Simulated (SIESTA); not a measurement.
Band structure of Sb₂Te₃ (R-3m, 5 atoms in the cell).

```xyz
5
Lattice="2.1152 1.2212 10.4113 -2.1152 1.2212 10.4113 0.0000 -2.4424 10.4113" Properties=species:S:1:pos:R:3 pbc="T T T"
Sb     0.0000     0.0000    18.8716
Sb     0.0000     0.0000    12.3624
Te     0.0000     0.0000    24.4420
Te     0.0000     0.0000     6.7921
Te     0.0000     0.0000     0.0000
```

Level of theory: GGA PBE, numerical atomic orbitals TZP, PseudoDojo PBE standard norm-conserving potentials (rewritten from UPF to PSML) (SIESTA).

Settings: XC.functional = GGA; XC.authors = PBE; potentials = PseudoDojo PBE standard; PAO.BasisSize = TZP; PAO.EnergyShift = 0.01 Ry; MeshCutoff = 350 Ry; kgrid.MonkhorstPack = 4 4 4; OccupationFunction = MP; OccupationMPOrder = 0; ElectronicTemperature = 0.05 eV; MaxSCFIterations = 150; SCF.Mixer.Method = Pulay; SCF.Mixer.Weight = 0.1; SCF.Mixer.History = 6.

The starting cell comes from a database of computed structures (which also holds hypothetical and non-ambient phases and stackings), without a prior relaxation at this level. Its lattice was rescaled by a random factor within 2.5 % of one. Spin-orbit coupling is off. Values carry the incompleteness of an atom-centred basis.

### Question
Predict the gap along the standard path and the places of the band edges.

### Answer
The gap along the path is 0.31 eV, direct at Γ to within 0.01 eV.

Levels in eV from the top of the valence band on the path, bands 36 to 40:
```json
[
 {"point": "Γ", "36": "-1.83", "37": "-1.12", "38": "-1.12", "39": "0.00", "40": "0.31"},
 {"point": "L", "36": "-3.10", "37": "-2.19", "38": "-1.29", "39": "-0.69", "40": "0.54"},
 {"point": "B1", "36": "-3.09", "37": "-2.04", "38": "-1.04", "39": "-0.78", "40": "1.21"},
 {"point": "B", "36": "-3.09", "37": "-2.04", "38": "-1.04", "39": "-0.78", "40": "1.21"},
 {"point": "Z", "36": "-1.22", "37": "-1.22", "38": "-1.07", "39": "-0.49", "40": "0.59"},
 {"point": "X", "36": "-3.29", "37": "-2.02", "38": "-1.11", "39": "-0.76", "40": "1.16"},
 {"point": "Q", "36": "-3.29", "37": "-2.02", "38": "-1.11", "39": "-0.76", "40": "1.16"},
 {"point": "F", "36": "-2.18", "37": "-1.85", "38": "-1.55", "39": "-1.22", "40": "0.90"},
 {"point": "P1", "36": "-2.54", "37": "-1.63", "38": "-1.48", "39": "-1.24", "40": "0.98"},
 {"point": "P", "36": "-2.54", "37": "-1.63", "38": "-1.48", "39": "-1.24", "40": "0.98"}
]
```

Higher empty bands are left out: an atom-centred basis made for the valence describes them poorly.
